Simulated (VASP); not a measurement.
Input:

```
InN
1.0
    1.77000    -3.06573     0.00000
    1.77000     3.06573     0.00000
    0.00000     0.00000     5.70000
In N
2 2
Direct
  0.66667   0.33333   0.50000
  0.33333   0.66667   0.00000
  0.66667   0.33333   0.87900
  0.33333   0.66667   0.37900
```

The numbers are results of PBE GGA, VASP's PBE PAW potentials (set 64) (plane waves; VASP 6.6.1), not measurements. Settings: 520 eV cut-off, 7×7×4 Γ-centred mesh, Fermi-Dirac smearing of 0.30 eV, potentials In_d N.

Unless said otherwise, spin-orbit coupling is left out, though it shifts the bands of the heavy elements here.

**Question.** Predict the energy per atom (σ→0), pressure, band gap (on the k-mesh) with the smallest direct gap where there is one.

**Answer.** 
* **band gap (on the k-mesh)**: none (metal, semimetal or under 0.01 eV)
* **energy per atom (σ→0)**: -5.340 eV/atom
* **pressure**: 5.42 GPa

Total energies compare only between runs with the same potentials, cut-off and functional.

The compound is InN in the wurtzite structure. The cell was not relaxed at this level. The run is one of a series of settings (ISMEAR = -1, SIGMA = 0.3 against the base run), some of them coarse on purpose.
